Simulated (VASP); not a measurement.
# Nb (Fm-3m) in VASP: a series of runs, part 2 of 2

VASP 6.6.1. Earlier steps stand in the parts before.

### 3 Relaxation of cell and atoms, PBE

This run uses another cell than the first one, of 18.73 Å³/atom, 0.990 times its volume.

INCAR reads:

```
PREC = Accurate
ENCUT = 520
EDIFF = 1E-7
ISMEAR = 0
SIGMA = 0.1
LREAL = F
LASPH = T
NELM = 120
ALGO = Normal
ISIF = 3
LWAVE = F
LCHARG = F
GGA = PE
IBRION = 2
NSW = 60
EDIFFG = -0.005
POTIM = 0.3
```

KPOINTS reads:

```
Automatic mesh
0
Gamma
  18 18 18
```

POSCAR reads:

```
Nb                                      
1.0
   -0.0000000000      2.1077487383      2.1077487383
    2.1077487383      0.0000000000      2.1077487383
    2.1077487383      2.1077487383     -0.0000000000
  Nb            
     1
Direct
     0.0000000000000000    0.0000000000000000    0.0000000000000000
```

Potentials or basis: VASP PAW PBE potentials, release 64 (Nb_sv).

Run with:

```bash
$ cat potpaw_PBE.64/Nb_sv/POTCAR > POTCAR
$ mpirun -np 1 vasp_std > vasp.out
```

OUTCAR:

```text
PREC = Accurate
   ENCUT = 520
   EDIFF = 1E-7
   ISMEAR = 0
   LREAL = F
   LASPH = T
   NELM = 120
   ISIF = 3
   GGA = PE
   IBRION = 2
   NSW = 60
   EDIFFG = -0.005
   POTIM = 0.3

 ion  position               nearest neighbor table
   1  0.000  0.000  0.000-

  LATTYP: Found a face centered cubic cell.
 ALAT       =     4.2154974766

  Lattice vectors:

 A1 = (   0.0000000000,   2.1077487383,   2.1077487383)
 A2 = (   2.1077487383,   0.0000000000,   2.1077487383)
 A3 = (   2.1077487383,   2.1077487383,   0.0000000000)

Analysis of symmetry for initial positions (statically):
=====================================================================
 Subroutine PRICEL returns:
 Original cell was already a primitive cell.

 Routine SETGRP: Setting up the symmetry group for a
 face centered cubic supercell.

 Subroutine GETGRP returns: Found 48 space group operations
 (whereof 48 operations were pure point group operations)
 out of a pool of 48 trial point group operations.

The static configuration has the point symmetry O_h .

Analysis of symmetry for dynamics (positions and initial velocities):
=====================================================================
 Subroutine PRICEL returns:
 Original cell was already a primitive cell.

 Routine SETGRP: Setting up the symmetry group for a
 face centered cubic supercell.

 Subroutine GETGRP returns: Found 48 space group operations
 (whereof 48 operations were pure point group operations)
 out of a pool of 48 trial point group operations.

The dynamic configuration has the point symmetry O_h .

 Subroutine INISYM returns: Found 48 space group operations
 (whereof 48 operations are pure point group operations),
 and found     1 'primitive' translations

----------------------------------------------------------------------------------------

                                     Primitive cell

  volume of cell :      18.7278

[... 113 lines left out ...]
   AEXX    =    0.0000 exact exchange contribution
   IVDW    =     0    specifies the selected vdW correction
   LEPSILON=     F    determine dielectric tensor
   LRPA    =     F    only Hartree local field effects (RPA)
 conjugate gradient relaxation of ions
 non-spin polarized calculation
 Gauss-broadening in eV      SIGMA  =   0.10
  energy-cutoff  :      520.00
  volume of cell :       18.73
 maximum number of plane-waves:       531
 NGX is ok and might be reduce to    24
   NGX = 11   NGY = 11   NGZ = 11

 number of electron      13.0000001 magnetization

 Free energy of the ion-electron system (eV)
  ---------------------------------------------------
  ext. energy  EPLUGINS =         0.00000000
  ---------------------------------------------------
  free energy    TOTEN  =        -9.89784839 eV

  energy without entropy =       -9.89118986  energy(sigma->0) =       -9.89451913

 E-fermi :  11.0021     XC(G=0): -12.3033

 val. band max:       10.9752687112   @ k =   0.4444   0.3333   0.1111
 cond. band min:      11.0052984299   @ k =   0.0556   0.0000   0.0000
 fundamental gap:      0.0300297187
 Fermi energy:        11.0021312033

 k-point     1 :       0.0000    0.0000    0.0000
  band No.  band energies     occupation
      1     -43.7989      2.00000
      2     -19.1821      2.00000
      3     -19.1821      2.00000
      4     -19.1821      2.00000
      5       4.7637      2.00000
      6      11.0966      0.18164
      7      11.0966      0.18164
      8      11.0966      0.18163
      9      13.6976      0.00000
     10      13.6976      0.00000
[... 287 lines left out ...]
 k-point    24 :      -0.2222    0.0556    0.0000
  band No.  band energies     occupation
      1     -43.7042      2.00000
      2     -19.7684      2.00000
      3     -19.2960      2.00000
      4     -19.2430      2.00000
      5       6.5755      2.00000
      6      10.1999      2.00000
      7      11.4459      0.00000
      8      11.5660      0.00000
      9      13.2958      0.00000
     10      14.1458      0.00000

 [... further k-points ...]

------------------------ aborting loop because EDIFF is reached ----------------------------------------

  FORCE on cell =-STRESS in cart. coord.  units (eV):
  Direction    XX          YY          ZZ          XY          YZ          ZX
  --------------------------------------------------------------------------------------
  -------------------------------------------------------------------------------------
  Total       -0.0002031     -0.0002031     -0.0002031      0.0000000      0.0000000     -0.0000000
  in kB       -0.0173752     -0.0173752     -0.0173752      0.0000000      0.0000000     -0.0000000
  external PRESSURE =      -0.0173752 kB  Pullay stress =       0.0000000 kB

 VOLUME and BASIS-vectors are now :
 -----------------------------------------------------------------------------
  energy-cutoff  :      520.00
  volume of cell :       18.73
      direct lattice vectors                 reciprocal lattice vectors
     0.000000000  2.107748738  2.107748738    -0.237219926  0.237219926  0.237219926
     2.107748738  0.000000000  2.107748738     0.237219926 -0.237219926  0.237219926
     2.107748738  2.107748738  0.000000000     0.237219926  0.237219926 -0.237219926

 POSITION                                       TOTAL-FORCE (eV/Angst)
 -----------------------------------------------------------------------------------
      0.00000      0.00000      0.00000         0.000000      0.000000     -0.000000
 -----------------------------------------------------------------------------------
    total drift:                                0.000000      0.000000     -0.000000

  FREE ENERGIE OF THE ION-ELECTRON SYSTEM (eV)
  ---------------------------------------------------
  free  energy   TOTEN  =        -9.8978483923 eV

  energy  without entropy=       -9.8911898635  energy(sigma->0) =       -9.89451913

 reached required accuracy - stopping structural energy minimisation
```

OSZICAR:

```text
N       E                     dE             d eps       ncg     rms          rms(c)
DAV:   1     0.113850355464E+03    0.11385E+03   -0.74336E+03  3940   0.129E+03
DAV:   2    -0.496575183850E+01   -0.11882E+03   -0.11604E+03  4220   0.439E+02
DAV:   3    -0.100656279018E+02   -0.50999E+01   -0.48844E+01  5832   0.764E+01
DAV:   4    -0.103468113832E+02   -0.28118E+00   -0.27703E+00  5316   0.162E+01
DAV:   5    -0.103623556537E+02   -0.15544E-01   -0.15510E-01  6226   0.294E+00    0.665E+00
DAV:   6    -0.994400352366E+01    0.41835E+00   -0.86225E-01  6028   0.121E+01    0.236E+00
DAV:   7    -0.989322091735E+01    0.50783E-01   -0.26675E-01  6078   0.668E+00    0.102E+00
DAV:   8    -0.989779103375E+01   -0.45701E-02   -0.13235E-02  4336   0.178E+00    0.507E-02
DAV:   9    -0.989783191924E+01   -0.40885E-04   -0.10880E-03  7184   0.402E-01    0.422E-02
DAV:  10    -0.989785199831E+01   -0.20079E-04   -0.21297E-05  4572   0.754E-02    0.171E-02
DAV:  11    -0.989784840222E+01    0.35961E-05   -0.11318E-05  4860   0.649E-02    0.194E-03
DAV:  12    -0.989784839230E+01    0.99185E-08   -0.60315E-07  5336   0.838E-03
   1 F= -.98978484E+01 E0= -.98945191E+01  d E =-.989785E+01
```

CONTCAR:

```text
Nb
   1.00000000000000
     0.0000000000000000    2.1077487383000002    2.1077487383000002
     2.1077487383000002    0.0000000000000000    2.1077487383000002
     2.1077487383000002    2.1077487383000002    0.0000000000000000
  Nb
     1
Direct
     0.0000000000000000    0.0000000000000000    0.0000000000000000

  0.00000000E+00  0.00000000E+00  0.00000000E+00
```

Run time: 17 s. Hardware: 1 thread of Intel Xeon Platinum 8488C (Sapphire Rapids), shared host; peak memory 0.17 GiB.

What came out:

```
Free energy             : -9.8978 eV
Pressure after relaxing : 0.0 GPa
Band gap on the k mesh  : none (metal or under the smearing width)
```

Final structure:
```
Nb
1.0
     0.00000    2.10775    2.10775
     2.10775    0.00000    2.10775
     2.10775    2.10775    0.00000
Nb
1
Direct
  0.00000 0.00000 0.00000
```

Levels at points of the mesh, in eV from the Fermi level:
| k point | band 4 | band 5 | band 6 | band 7 | band 8 | band 9 |
| --- | --- | --- | --- | --- | --- | --- |
| (0.00, 0.00, 0.00) | -30.18 | -6.24 | 0.09 | 0.09 | 0.09 | 2.70 |
| (0.50, 0.00, 0.00) | -30.34 | -3.85 | -0.09 | -0.09 | 1.37 | 4.66 |
| (0.50, 0.50, 0.00) | -30.61 | -4.07 | -3.33 | 3.59 | 4.64 | 5.22 |

Caveat: the relaxation stopped at its first step, so nothing moved.
